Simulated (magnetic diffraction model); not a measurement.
# Solving a magnetic structure from powder neutron data: Rb8NdP4S16

Space group I222 (no. 23), a = 9.3210 Å, b = 10.2120 Å, c = 19.0270 Å.

| site | atom | x | y | z |
| --- | --- | --- | --- | --- |
| 2d | Nd | 0 | 1/2 | 0 |
| 8k | Rb | 0.8710 | 0.7374 | 0.5801 |
| 4i | Rb | 0 | 0 | 0.7894 |
| 4j | Rb | 1/2 | 0 | 0.7473 |
| 8k | S | 0.9762 | 0.2934 | 0.8921 |
| 8k | S | 0.7489 | 0.7379 | 0.7671 |
| 8k | S | 0.7895 | 0.4140 | 0.5776 |
| 8k | S | 0.7187 | 0.5670 | 0.9366 |
| 8k | P | 0.7924 | 0.7282 | 0.8758 |

This is a made-up structure (elements placed in a structure type, unrelaxed), so the numbers test the method and describe no known phase.

Only Nd is taken to order (form factors of Nd3+); orders and moment sizes are assumed, and not adapted to the symmetry. Radiation: neutrons of λ = 1.594 Å, 5° to 30°; isotropic B of 0.48 Å² (Nd), 0.49 Å² (Rb), 0.71 Å² (S) and 0.58 Å² (P). Simulated constant-wavelength pattern: nuclear and magnetic terms add, the magnetic one as |2.695 fm × Σ f S⊥ exp(2πi Q·r) exp(−B s²)|², summed over all Q at one angle with the factor 1/(sin²θ cos θ). For collinear order S is the moment m, which repeats by lattice and centring translations R with the sign exp(−2πi k·R). Free-ion form factors, Sears's scattering lengths of 1992, no absorption; a label names one of the reflections at its angle. The strongest nuclear line in the range is 100, and lines under 0.2 are left out.

Above the ordering temperature:

```csv
2θ (°),index,I
9.61,(0 0 2),0.5
10.16,(0 1 1),12.5
10.93,(1 0 1),1.0
13.30,(1 1 0),20.8
16.43,(1 1 2),27.1
17.01,(0 1 3),17.4
17.48,(1 0 3),12.7
17.96,(0 2 0),12.5
19.29,(0 0 4),1.6
19.69,(2 0 0),0.4
20.41,(0 2 2),14.3
21.07,(1 2 1),22.5
21.96,(2 0 2),16.3
22.21,(2 1 1),24.8
23.50,(1 1 4),20.4
25.17,(1 2 3),2.7
25.83,(0 1 5),0.5
26.14,(2 1 3),62.8
26.15,(1 0 5),21.3
26.48,(0 2 4),100.0
26.77,(2 2 0),58.6
27.70,(2 0 4),27.4
```
(The table stops after 22 lines; 3 more lie at higher angle.)

Below it (cell unchanged):

```
2θ (°)      I
  9.61    4.3
 10.16   16.4
 10.93    4.7
 13.30   22.8
 16.43   30.6
 17.01   19.4
 17.48   14.6
 17.96   13.0
 19.29    2.5
 19.69    0.9
 20.41   15.3
 21.07   24.1
 21.96   17.2
 22.21   26.3
 23.50   22.5
 25.17    4.1
 25.83    1.5
 26.14   64.1
 26.15   22.2
 26.48  100.7
 26.77   59.0
 27.52    0.5
 27.70   28.1
 28.51   77.6
 28.87    2.0
 29.11   64.2
```

**Question.** Find the propagation vector, then choose among these models:
A. collinear moments along [110], 2.2 μB on Nd
B. collinear moments along [101], 2.2 μB on Nd
C. collinear moments along [111], 2.2 μB on Nd

No line moves, and magnetic intensity falls on nuclear lines such as the one at 10.16°, so the magnetic cell equals the chemical primitive cell: k = 0.

Magnetic intensity, observed (below minus above) and for each model:

| 2θ (°) | index | observed | A | B | C |
| --- | --- | --- | --- | --- | --- |
| 9.61 | (0 0 2) | 3.9 | 3.9 | 0.8 | 1.3 |
| 10.16 | (0 1 1) | 4.0 | 4.0 | 5.7 | 4.9 |
| 13.30 | (1 1 0) | 2.0 | 2.0 | 3.6 | 3.3 |
| 17.01 | (0 1 3) | 2.0 | 2.0 | 1.0 | 1.1 |
| 17.48 | (1 0 3) | 1.9 | 1.9 | 0.9 | 1.1 |
| 19.29 | (0 0 4) | 0.9 | 0.9 | 0.2 | 0.3 |
| 21.07 | (1 2 1) | 1.6 | 1.6 | 2.8 | 2.5 |
| 23.50 | (1 1 4) | 2.1 | 2.1 | 1.0 | 1.2 |

Model A matches.

The structure used: k = (0 0 0), collinear moments along [110], 2.2 μB on Nd.

[Logs are printed without paths, hosts, clocks, repeated set-up lines and the standing remarks that a program may print on its own settings, such as how far it seeks lower states.]
